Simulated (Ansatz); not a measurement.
# What strain does to BaS (h-MgO type)

BaS built on the h-MgO prototype, relaxed with r2SCAN in Ansatz 0.2.0. Space group P6_3/mmc (No. 194), hexagonal; a = 5.384 Å, c = 6.382 Å in the conventional setting, 40.06 Å³ an atom. Ba has 5 S at 3.11–3.19 Å; S has 5 Ba at 3.11–3.19 Å.

The axes x, y and z are those of this cell:
```xyz
4
Lattice="5.3844 0.0000 0.0000 -2.6922 4.6631 0.0000 0.0000 0.0000 6.3817" Properties=species:S:1:pos:R:3 pbc="T T T"
Ba    0.0000    3.1087    1.5954
Ba    2.6922    1.5544    4.7863
S     2.6922    1.5544    1.5954
S     0.0000    3.1087    4.7863
```

Unstrained: The PBE gap is indirect, 2.559 eV (Γ to K), below the direct gap of 2.671 eV at K. r2SCAN gives an indirect gap of 2.904 eV, from Γ to K; the least direct gap is 3.019 eV at K. Meshes: PBE 6×6×4, r2SCAN 6×6×4. Strains are changes of length per length. After each strain the atoms were relaxed again with r2SCAN within the symmetry that the strain leaves, so tilts or polar shifts that break it weren't tested; points keep the names that they have in the unstrained zone. Values at 0 K without nuclear motion; spin polarisation is off, and the phase may be a hypothetical one.

Changes of the least gap in eV (an overlap counts as a negative gap):

| strain | volume change (%) | space group | PBE | r2SCAN | energy rise, r2SCAN (meV/atom) |
| --- | --- | --- | --- | --- | --- |
| uniaxial +1.59 % along z | +1.6 | P6_3/mmc | +0.038 | +0.036 | 2.6 |

Uniaxial +1.59 % along z, other directions held. r2SCAN: the gap goes from 2.904 to 2.940 eV (+0.036 eV). Stress change with r2SCAN, compression positive: xx -0.23, yy -0.23, zz -1.25 GPa.

The runs are scalar-relativistic, without spin-orbit coupling.
